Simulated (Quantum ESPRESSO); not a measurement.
Crystal: Cl.

```
Cl
1.0
     3.14500   -2.25000    0.00000
     3.14500    2.25000    0.00000
     0.00000    0.00000    8.21000
Cl
4
Direct
  0.37000 0.63000 0.40000
  0.13000 0.87000 0.90000
  0.63000 0.37000 0.60000
  0.87000 0.13000 0.10000
```

Base run:

| Property | Result |
| --- | --- |
| Program | Quantum ESPRESSO 7.5 |
| Functional | LDA |
| Potentials or basis | GBRV 1.5 LDA |
| Cutoff | 612 eV |
| Density cutoff | 4898 eV |
| k mesh | 7 × 7 × 4 |
| Occupations | fermi-dirac, width 0.05 eV |
| Spin | no spin polarisation |

Its results: band gap on the k mesh 2.35 eV, indirect (least direct gap 2.41 eV); pressure -2.4 GPa; largest force 0.176 eV/Å.

Q: The run is repeated on the same cell with these changes: functional from LDA to PBEsol; potentials or basis from GBRV 1.5 LDA to GBRV 1.5 PBEsol. What comes out?

A: Band gap on the k mesh 2.44 eV, indirect (least direct gap 2.50 eV); pressure -0.9 GPa; largest force 0.174 eV/Å.

Caveats: some levels on the path didn't converge (some runs).
